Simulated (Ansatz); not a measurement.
# Bi in Ansatz: the effect of functional

Crystal: Bi.

```
CELL_PARAMETERS angstrom
3.53451 -3.17380 0.00000
3.53451 3.17380 0.00000
-1.27682 0.00000 3.15452
ATOMIC_POSITIONS crystal
Bi 0.75306 0.75306 0.85738
Bi 0.24694 0.24694 0.14262
```

This isn't the form of Bi at room conditions, which is rhombohedral.

The cell isn't the ideal one: volume scaled by 1.04.

Alike in all runs:

* Program: Ansatz 0.2.0
* Task: single point
* Potentials or basis: Ansatz PAW
* k mesh: 6 × 6 × 9
* Occupations: fermi-dirac, width 0.05 eV
* Spin: no spin polarisation

```tsv
functional	cutoff	pressure (GPa)	largest force (eV/Å)
LDA	420 eV (not typed: the program's choice for these potentials)	?	?
PBEsol	420 eV (not typed: the program's choice for these potentials)	-4.0	0.11
r2SCAN	500 eV (not typed: the program's choice for these potentials)	-2.6	0.20
```

Task: What does the run with functional LDA give?

Result: Pressure -5.1 GPa; largest force 0.14 eV/Å.

Caveats: the PAW data sets come from PBE, with cores solved anew for the run's functional, which leaves a small shift of forces and pressure.

Runs at the PBE level aren't shown here.
